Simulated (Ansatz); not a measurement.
MnO in Ansatz: the effect of functional

MnO:

```
Mn O
1.0
     2.93114   -1.69378    0.00000
     2.93114    1.69378    0.00000
    -1.95781    0.00000    2.77233
Mn O
1 1
Direct
  0.50020 0.50020 0.50067
  0.74980 0.74980 0.24934
```

The cell comes from a database or a generator and needn't be the stable form of this composition.

The cell isn't the ideal one: volume scaled by 0.96.

Alike in all runs:

* Program: Ansatz 0.2.0
* Task: single point
* Potentials or basis: Ansatz PAW
* k mesh: 9 × 9 × 9
* Occupations: fermi-dirac, width 0.05 eV
* Spin: collinear spin, ferromagnetic start
* Starting moments: [4.0, 0.0] μB

| functional | cutoff | pressure (GPa) | moment (μB) |
| --- | --- | --- | --- |
| LDA | 420 eV (not typed: the program's choice for these potentials) | ? | ? |
| PBEsol | 420 eV (not typed: the program's choice for these potentials) | -4.4 | 4.99 |
| r2SCAN | 500 eV (not typed: the program's choice for these potentials) | -1.8 | 5.00 |

Q: What does the run with functional LDA give?

A: Pressure -10.5 GPa; moment 4.88 μB.

Caveats: a cell with one magnetic atom can't hold antiferromagnetic order, which such compounds often take; the PAW data sets come from PBE, with cores solved anew for the run's functional, which leaves a small shift of forces and pressure; the magnetic or orbital state may not be the lowest (some runs).

Runs at the PBE level aren't shown here.
